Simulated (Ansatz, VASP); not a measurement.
**Two plane-wave programs on Rh**

```xyz
2
Lattice="2.7310 0.0000 0.0000 -1.3655 2.3651 0.0000 0.0000 0.0000 4.4285" Properties=species:S:1:pos:R:3 pbc="T T T"
Rh    1.3655    0.7884    3.3214
Rh    0.0000    1.5767    1.1071
```

Alike in both runs: task single point; functional PBE; dispersion D4; k mesh 6 × 6 × 4; occupations gaussian, width 0.26 eV; no spin polarisation.

```csv
,VASP,Ansatz
version,VASP 6.6.1,Ansatz 0.2.0
potentials or method,"VASP PAW PBE potentials, release 64 (Rh_pv)","scalar-relativistic, plane waves, PAW"
plane-wave cutoff (eV),520,420
valence electrons in the cell,30,34
```

|  | VASP | Ansatz | Ansatz less VASP |
| --- | --- | --- | --- |
| gap on the k mesh at the Fermi level (eV) | none | none | - |
| pressure (GPa) | -11.2 | -11.2 | +0.03 |
| largest component of the traceless stress (GPa) | 3.79 | 3.84 | +0.042 |

A gap of «none» marks a metal or a gap that the smearing closes. The two sets of potentials don't hold the same shells in valence.

Caveats: the k mesh is coarse (spacing up to 0.44 Å⁻¹), so the values aren't converged; pairwise dispersion overbinds metals, which lowers pressure and volume.
